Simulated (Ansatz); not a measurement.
# F-SiSi-F chair monolayer in a perpendicular field, part 2 of 2

What dipole does a perpendicular field induce in the F-SiSi-F chair monolayer, and does the gap follow? A positive field points along +c.

Ansatz 0.2.0; plane-wave DFT, PBE-D3(BJ), Ansatz PAW (set soft_1); PAW set soft_1.

So far. Step 2 (Relaxation): The lattice constant a goes from 3.663 to 3.939 Å.

## 3. Atoms held, field 0

A sawtooth potential applies the field, turning back in the middle of the vacuum. With the dipole correction the typed value is the field outside the slab. The induced dipole is small, so the SCF threshold is tight.

The cell differs from the one that the last finished run ended in (c 39.200 → 21.962 Å).

File input.yaml:

```yaml
crystal:
  lattice:
    - [3.9394025083, 0.0, 0.0]
    - [-1.9697012542, 3.4116226479, 0.0]
    - [0.0, 0.0, 21.9621002778]
  atoms:
    - { symbol: F, position: [0.6666666667, 0.3333333333, 0.4097968722] }
    - { symbol: Si, position: [0.6666666667, 0.3333333333, 0.4838911998] }
    - { symbol: Si, position: [0.3333333333, 0.6666666667, 0.5161088002] }
    - { symbol: F, position: [0.3333333333, 0.6666666667, 0.5902031278] }
kpoints:
  mp_grid: { grid: [18, 18, 1] }
  band_path:
    path: [[0, 0, 0], [0.5, 0, 0], [0.33333333, 0.33333333, 0], [0, 0, 0]]
    npoints: 16
hamiltonian:
  xc: pbe
  dispersion: d3bj
  pseudopotentials: { kind: paw, azcp: { folder: soft_1 } }
scf:
  occupations: { method: fermi_dirac, width: 0.02585 }
  convergence: { dr2_threshold: 1.0e-10 }
efield:
  axis: 3
  dipole_correction: true
  ramp_position: 0.97
  ramp_width: 0.06
  amplitude: 0
output:
  dos: { projected: true, e_range: [-6, 5] }
  write_potential: true
  write_density: true
  volumetric_format: npy
  elf: true
```

Started as:

```
> ansatz run input.yaml --threads 2 --pin off --max-ram 3072MiB --backend cpu --events-out ev --progress --plain --runs-dir out
```

Numbers of over 12 decimals in the logs are rounded to 6 here.

What it wrote:

```text
[...]
Crystal: 4 atoms, lattice volume = 295.165 Å³
Basis set: ecut = 420 eV, 5833 PW (Γ)
Bands: 15, of which v1, the nominal top of the filled ones, is band 11 counted from 1 (10 counted from 0)
Symmetry: 6 space group operations
k-points: 37 of 324 (time reversal used)
[...]
SCF iter   1: F=—  HF=-2891.177951 eV  |F-HF|=—  |Δ(HF+E_count)|=         —  Δρ=4.29e-2  dr2=4.55e0  ethr=3.10e-3  p=0.000 e·Å  D=2.13e-14 V/Å  ΔV_dip=-0.00 eV  dr2_dipole=9.35e-10  V_vac-E_F(+/−)=6.35/6.35 eV  ⟨swp⟩=9.7  Hψ=4551  notcnv=0
efield: sawtooth ramp at fractional position 0.9700 (set: `efield.ramp_position`, or a place that a band, a saddle search or an elastic batch's reference lends), width 0.0600; the density the first Hamiltonian is built on has a dipole p = 0.000 e·Å; the dipole correction subtracts the counter field D = 2.13e-14 V/Å, which shifts the + side's vacuum level by -0.00 eV against the − side's; the planar-averaged density in the ramp window peaks in size at 5.8e-8 e/Å³
[...]
SCF iter   2: F=—  HF=-2890.322234 eV  |F-HF|=—  |Δ(HF+E_count)|=   8.56e-1  Δρ=2.96e-2  dr2=1.41e0  ethr=3.10e-3  p=0.000 e·Å  D=1.69e-5 V/Å  ΔV_dip=-0.00 eV  dr2_dipole=6.46e-9  V_vac-E_F(+/−)=6.72/6.72 eV  ⟨swp⟩=5.1  Hψ=2006  notcnv=0
[...]
SCF iter  12: F=-2889.974825 eV  HF=-2889.974825 eV  |F-HF|=5.91e-12  |Δ(HF+E_count)|=  2.14e-11  Δρ=3.70e-8  dr2=3.65e-12  ethr=1.00e-12  p=0.000 e·Å  D=2.69e-8 V/Å  ΔV_dip=-0.00 eV  dr2_dipole=5.22e-16  V_vac-E_F(+/−)=6.09/6.09 eV  ⟨swp⟩=2.7  Hψ=1140  notcnv=0
SCF 1 converged in 12 iterations: F = -2889.974825 eV  dr2 = 3.65e-12
[...]
NSCF: frozen V_eff on 49 k-points
efield: sawtooth ramp at fractional position 0.9700 (kept from the solve that this one continues, or follows in the run), width 0.0600; the density the first Hamiltonian is built on has a dipole p = 0.000 e·Å; the dipole correction subtracts the counter field D = 2.69e-8 V/Å, which shifts the + side's vacuum level by -0.00 eV against the − side's; the planar-averaged density in the ramp window peaks in size at 8.6e-7 e/Å³
[...]
SCF converged after 12 iterations
Free energy (F): -2889.974825 eV
[...]
Internal energy: -2889.974825 eV  (E = F + TS)
E sigma→0 (E₀):  -2889.974825 eV
Entropy (-TS):   -0.000000 eV (-0.000 meV/atom)
Fermi energy:    -3.729371 eV
Dipole field:    D = 0.000000 V/Å  (p = 0.000000 e·Å, saw-weighted, corrected)
Work function:   Φ+ = 6.0929 eV   Φ− = 6.0928 eV
Levels:          The Fermi level and band energies are counted from a zero that moves with the ramp; work functions are not
[...]
--- Band table (eV; the first three rows and the last of 37) ---
  k-point 0: bands = [... 7 lower, -9.0952, -9.0952, -4.0680, -4.0680, -3.4157, -0.3490, -0.3490, -0.2864]
  k-point 1: bands = [... 7 lower, -9.0963, -9.0900, -4.3729, -4.1256, -3.2548, -0.4139, -0.2207, -0.0826]
  k-point 2: bands = [... 7 lower, -9.0996, -9.0754, -4.9586, -4.2757, -3.0181, -0.6021, 0.1402, 0.4690]
  k-point 36: bands = [... 7 lower, -9.3043, -8.3323, -8.3323, -6.5887, 0.3341, 0.3341, 2.1023, 2.1816]
```

It took 17 s on 2 threads of Arm Neoverse V1, shared host; peak memory 0.52 GiB; 33 s of CPU time.

Numbers from this step:

```yaml
dipole_along_the_normal: 8.51e-8 e·Å
gap_along_the_path: 0.6523 eV
smallest_direct_gap_along_the_path: 0.6523 eV
ionisation_energy_upper_face: 6.431 eV
electron_affinity_upper_face: 5.779 eV
gap_the_smaller_of_path_and_mesh: 0.6523 eV
```

Running mean over a fixed 2.8 Å (it still follows the layers) of the planar mean; the ramp of the sawtooth is left out. The electron's electrostatic potential energy less the Fermi level by z:

```csv
z (Å),electron's electrostatic potential energy less the Fermi level (eV)
2.93,6.09
3.37,6.09
3.81,6.09
4.25,6.09
4.69,6.09
5.12,6.09
5.56,6.09
6.00,6.09
6.44,6.08
6.88,6.04
7.32,5.67
7.76,4.81
8.20,3.94
8.64,2.97
9.08,1.24
9.52,-1.01
9.96,-3.26
10.40,-4.44
10.83,-4.74
11.13,-4.74
11.57,-4.44
12.01,-3.26
12.45,-1.01
12.88,1.24
13.32,2.97
13.76,3.94
14.20,4.81
14.64,5.67
15.08,6.04
15.52,6.08
15.96,6.09
16.40,6.09
16.84,6.09
17.28,6.09
17.72,6.09
18.16,6.09
18.59,6.09
19.03,6.09
```

The density of states has structure finer than the step of the table below, so its rows give means over 0.25 eV, whole bins alone (the curve runs from -6 to 2.3 eV). Peaks (eV: height): -5.720: 11.6, -5.530: 10.3, -5.420: 20.6, -4.260: 2.90.

Density of states against energy, zero at the Fermi level of the run, which the smearing sets inside the gap; means over each step:

```csv
energy (eV),density of states (states/eV a cell)
-5.75,6.40
-5.50,10.1
-5.25,4.92
-5.00,3.36
-4.75,0.706
-4.50,0.395
-4.25,1.91
-4.00,1.17
-3.75,0.811
-3.50,0.629
-3.25,0.516
-3.00,0.419
-2.75,0.944
-2.50,1.01
-2.25,1.04
-2.00,1.08
-1.75,1.22
-1.50,1.67
-1.25,1.07
-1.00,0.788
-0.75,0.626
-0.50,0.482
-0.25,0.0383
0.00,0
0.25,0.0114
0.50,0.214
0.75,0.391
1.00,0.545
1.25,0.728
1.50,1.75
1.75,0.927
2.00,0.761
```

Projected DOS per atom over height of the atomic layer and energy from the Fermi level. Layers: F Si Si F from below.

Values in states/eV, 22 rows by 4 columns, each cell a mean:
```
0.03 0.27 0.27 0.03
0.04 0.44 0.44 0.04
0.05 0.47 0.47 0.05
0.03 0.21 0.21 0.03
0.02 0.11 0.11 0.02
0.00 0.01 0.01 0.00
0.00 0.01 0.01 0.00
0.03 0.21 0.21 0.03
0.05 0.31 0.31 0.05
0.10 0.50 0.50 0.10
0.13 0.56 0.56 0.13
0.11 0.41 0.41 0.11
0.13 0.36 0.36 0.13
0.12 0.26 0.26 0.12
0.08 0.15 0.15 0.08
0.14 0.18 0.18 0.14
0.28 0.24 0.24 0.28
0.49 0.29 0.29 0.49
0.20 0.06 0.06 0.20
1.47 0.26 0.26 1.47
3.76 0.27 0.27 3.76
2.13 0.55 0.55 2.12
```
Columns: height of the atomic layer (Å) from 9 to 13.0 (not evenly spaced); rows upwards: energy from the Fermi level (eV) from -5.96 to 2.23.

The electronic bands at the labelled points (eV, zero at the Fermi level of the run, which the smearing sets inside the gap):

```csv
point,band 8,band 9,band 10,band 11,band 12,band 13,band 14,band 15
Γ,-5.37,-5.37,-0.34,-0.34,0.31,3.38,3.38,3.44
halfway,-5.39,-5.27,-2.81,-1.04,1.27,2.63,5.47,6.01
M,-5.42,-5.05,-4.29,-1.47,1.37,3.55,4.31,7.85
halfway,-5.51,-4.91,-4.33,-2.33,2.77,4.00,4.39,6.70
K,-5.57,-4.60,-4.60,-2.86,4.06,4.06,5.83,5.91
halfway,-5.43,-5.21,-3.07,-1.63,1.71,3.66,4.28,6.28
Γ,-5.37,-5.37,-0.34,-0.34,0.31,3.38,3.38,3.44
```

ELF in the ca plane at fractional y = 0.333, with atoms of F and Si within 0.2 Å of it. It is the smooth field of the valence electrons, not physical close to the nuclei.

Values, 6 rows by 16 columns, each cell a mean:
```
0.00 0.00 0.00 0.00 0.00 0.02 0.37 0.54 0.44 0.82 0.19 0.04 0.01 0.00 0.00 0.00
0.00 0.00 0.00 0.00 0.00 0.05 0.61 0.71 0.41 0.48 0.15 0.00 0.00 0.00 0.00 0.00
0.00 0.00 0.00 0.00 0.00 0.04 0.58 0.74 0.40 0.59 0.17 0.00 0.00 0.00 0.00 0.00
0.00 0.00 0.00 0.00 0.00 0.01 0.25 0.35 0.45 0.84 0.19 0.10 0.03 0.00 0.00 0.00
0.00 0.00 0.00 0.00 0.00 0.00 0.01 0.02 0.33 0.65 0.18 0.33 0.08 0.00 0.00 0.00
0.00 0.00 0.00 0.00 0.00 0.00 0.05 0.06 0.37 0.72 0.17 0.27 0.07 0.00 0.00 0.00
```
Columns run along c (16.0 Å, from fractional 0.08 to 0.81 of the cell), rows up along a (3.9 Å). Atoms in or near the plane, at fractional coordinates: F at (0.41, 0.67), Si at (0.48, 0.67).

Electrostatic potential energy in the ca plane at fractional y = 0.333, with atoms of F and Si within 0.2 Å of it. With pseudopotentials it is smooth inside the atoms' cores, unlike the true potential.

Ten even steps from '0' (-35 eV) to '9' (2 eV), each cell a mean:
```
99999999999999999999988666788999999999999999
99999999999999999985465101578999999999999999
99999999999999999940002030168999999999999999
99999999999999999930002041168999999999999999
99999999999999999983255000478999999999999999
99999999999999999999987656788999999999999999
99999999999999999999998888888999999999999999
99999999999999999999999887778999999999999999
99999999999999999999999887778999999999999999
99999999999999999999998888888999999999999999
```
Columns run along c (16.0 Å, from fractional 0.08 to 0.81 of the cell; values clipped at the 3rd and 97th percentile), rows up along a (3.9 Å). Atoms in or near the plane, at fractional coordinates: F at (0.41, 0.67), Si at (0.48, 0.67).

Valence density in the ca plane at fractional y = 0.333, with atoms of F and Si within 0.2 Å of it. It is the smooth field of the valence electrons, not physical close to the nuclei.

Values in units of 1e0 e/Å³, 6 rows by 16 columns, each cell a mean:
```
0.0 0.0 0.0 0.0 0.0 0.0 0.1 0.6 0.3 0.4 0.1 0.0 0.0 0.0 0.0 0.0
0.0 0.0 0.0 0.0 0.0 0.0 1.1 6.1 0.4 0.3 0.1 0.0 0.0 0.0 0.0 0.0
0.0 0.0 0.0 0.0 0.0 0.0 0.7 3.9 0.4 0.3 0.1 0.0 0.0 0.0 0.0 0.0
0.0 0.0 0.0 0.0 0.0 0.0 0.1 0.2 0.2 0.3 0.1 0.0 0.0 0.0 0.0 0.0
0.0 0.0 0.0 0.0 0.0 0.0 0.0 0.0 0.1 0.2 0.1 0.1 0.0 0.0 0.0 0.0
0.0 0.0 0.0 0.0 0.0 0.0 0.0 0.0 0.1 0.2 0.1 0.1 0.0 0.0 0.0 0.0
```
Columns run along c (16.0 Å, from fractional 0.08 to 0.81 of the cell), rows up along a (3.9 Å). Atoms in or near the plane, at fractional coordinates: F at (0.41, 0.67), Si at (0.48, 0.67).

The gap is 0.65 eV, with the valence edge 6.43 eV and the conduction edge 5.78 eV under the upper vacuum level.

## 4. Atoms held, field 0.1 V/Å

Edit input.yaml of step 3 so:

```diff
@@ -25,7 +25,6 @@
   dipole_correction: true
-  ramp_position: 0.97
-  ramp_width: 0.06
-  amplitude: 0
+  ramp_position: 0.9212
+  ramp_width: 0.1575
+  amplitude: 0.1
 output:
-  dos: { projected: true, e_range: [-6, 5] }
   write_potential: true
@@ -33,2 +32 @@
   volumetric_format: npy
-  elf: true
```

What it wrote:

```text
[...]
Crystal: 4 atoms, lattice volume = 295.165 Å³
Basis set: ecut = 420 eV, 5833 PW (Γ)
Bands: 15, of which v1, the nominal top of the filled ones, is band 11 counted from 1 (10 counted from 0)
Symmetry: 6 space group operations
k-points: 37 of 324 (time reversal used)
[...]
--- Band table (eV; the first three rows and the last of 37) ---
  k-point 0: bands = [... 7 lower, -9.0788, -9.0788, -4.0680, -4.0680, -3.4160, -0.3490, -0.3490, -0.2878]
  k-point 1: bands = [... 7 lower, -9.0804, -9.0760, -4.3729, -4.1257, -3.2550, -0.4142, -0.2207, -0.0839]
  k-point 2: bands = [... 7 lower, -9.0850, -9.0659, -4.9586, -4.2757, -3.0184, -0.6023, 0.1402, 0.4673]
  k-point 36: bands = [... 7 lower, -9.3009, -8.3497, -8.3133, -6.5885, 0.3331, 0.3347, 2.1000, 2.1834]
[key lines of the parts left out:]
SCF converged after 11 iterations
Free energy (F): -2889.976051 eV
Fermi energy:    -3.729503 eV
Dipole field:    D = 0.015033 V/Å  (p = 0.024522 e·Å, saw-weighted, corrected)
```

Run time: 16 s. Hardware: 2 threads; peak memory 0.49 GiB.

The dipole is 0.0245 e·Å, and the gap 0.652 eV.

## 5. Single point, field -0.1 V/Å

Edit input.yaml of step 4 so:

```diff
@@ -27,3 +27,3 @@
   ramp_width: 0.1575
-  amplitude: 0.1
+  amplitude: -0.1
 output:
```

What it wrote:

```text
[...]
Crystal: 4 atoms, lattice volume = 295.165 Å³
Basis set: ecut = 420 eV, 5833 PW (Γ)
Bands: 15, of which v1, the nominal top of the filled ones, is band 11 counted from 1 (10 counted from 0)
Symmetry: 6 space group operations
k-points: 37 of 324 (time reversal used)
[...]
--- Band table (eV; the first three rows and the last of 37) ---
  k-point 0: bands = [... 7 lower, -9.0790, -9.0790, -4.0682, -4.0682, -3.4161, -0.3492, -0.3492, -0.2880]
  k-point 1: bands = [... 7 lower, -9.0805, -9.0762, -4.3731, -4.1258, -3.2552, -0.4143, -0.2209, -0.0841]
  k-point 2: bands = [... 7 lower, -9.0852, -9.0660, -4.9588, -4.2759, -3.0186, -0.6025, 0.1400, 0.4671]
  k-point 36: bands = [... 7 lower, -9.3011, -8.3499, -8.3135, -6.5887, 0.3329, 0.3346, 2.0998, 2.1832]
[key lines of the parts left out:]
SCF converged after 11 iterations
Free energy (F): -2889.976051 eV
Fermi energy:    -3.729689 eV
Dipole field:    D = -0.015034 V/Å  (p = -0.024522 e·Å, saw-weighted, corrected)
```

The job ended after 16 s (2 threads; peak memory 0.49 GiB).

The dipole is -0.0245 e·Å, and the gap 0.652 eV.

## 6. Response, atoms held

This step: plane-wave DFT, PBE-D3(BJ), Ansatz PAW (set soft_1); response to a field along the normal, atoms held; PAW set soft_1 (Ansatz 0.2.0).

The dipoles give the slope, and the difference of two potentials shows where the field is screened.

This step gave:

- equivalent conductor thickness p/(ε₀AE): 3.302 Å
- distance between the outer atoms: 3.962 Å

Dipole of the cell against applied field:

```csv
applied field (V/Å),dipole of the cell (e·Å)
-0.1000,-0.0245
0.0000,8.5e-8
0.1000,0.0245
```

Local field over the applied field, running mean. From the potentials at -0.1 and 0.1 V/Å; running mean over 2.5 Å. The local field over applied field by z:

```csv
z (Å),local field over applied field
4.5,1.000
5.0,1.000
5.5,1.000
6.0,0.998
6.5,0.993
7.0,0.972
7.5,0.913
8.0,0.821
8.5,0.714
9.0,0.605
9.5,0.462
10.0,0.318
10.5,0.251
11.0,0.246
11.5,0.253
12.0,0.326
12.5,0.474
13.0,0.614
13.5,0.722
14.0,0.829
14.5,0.919
15.0,0.974
15.5,0.994
16.0,0.999
16.5,1.000
17.0,1.000
17.5,1.000
```

Electrons, planar mean, per unit field. Induced electron density against z:

```csv
z (Å),induced electron density (e/Å³ per V/Å)
5.0,9.9e-8
5.5,7.9e-7
6.0,4.0e-6
6.5,2.0e-5
7.0,9.4e-5
7.5,4.0e-4
8.0,0.00140
8.5,0.00272
9.0,0.00107
9.5,-1.4e-5
10.0,0.00118
10.5,0.00402
11.0,-2.4e-4
11.5,-0.00399
12.0,-8.8e-4
12.5,-2.0e-4
13.0,-0.00103
13.5,-0.00269
14.0,-0.00129
14.5,-3.5e-4
15.0,-8.4e-5
15.5,-1.8e-5
16.0,-3.6e-6
16.5,-7.3e-7
17.0,-7.4e-8
```

The smaller of the gaps on the path and on the k-mesh, counted as 0 under 0.03 eV. The gap stays at 0.652 eV for applied field from -0.1 to 0.1 V/Å.

By hand: between -0.1 and 0.1 V/Å the dipole changes by 0.04904 e·Å, a slope of 0.2452 e·Å²/V. A perfect conductor of thickness t has p = ε₀AEt, so t = 180.95 × 0.2452 / 13.440 = 3.30 Å (e/ε₀ = 180.95 V·Å, A in Å²).

The induced dipole is that of a conductor 3.30 Å thick.

## 7. Outcome

```json
{"gap without field": "0.652 eV", "ionisation energy, upper face": "6.43 eV", "electron affinity, upper face": "5.78 eV", "equivalent conductor thickness, atoms held": "3.30 Å"}
```

The induced dipole equals that of a perfect conductor 3.30 Å thick, while the outer atoms lie 3.96 Å apart; an out-of-plane ε follows only once a thickness t is chosen, by 1 − 1/ε = 3.30 Å / t. The gap stays within 0.01 eV of 0.65 eV over the fields run, up to 0.1 V/Å in size. Semilocal functionals give gaps that are too small, and excitons are not included.

[Logs are printed without paths, hosts, clocks, repeated set-up lines and the standing remarks that a program may print on its own settings, such as how far it seeks lower states.]

[Hosts, paths, dates, database ids (printed as entryN), source tags and the programs' standing remarks are cut or masked in the printed files.]

[Maps of the electrostatic potential energy from Ansatz leave out the sawtooth potential of an applied field or a dipole correction, so their vacuum need not be flat; planar profiles and work functions include it.]
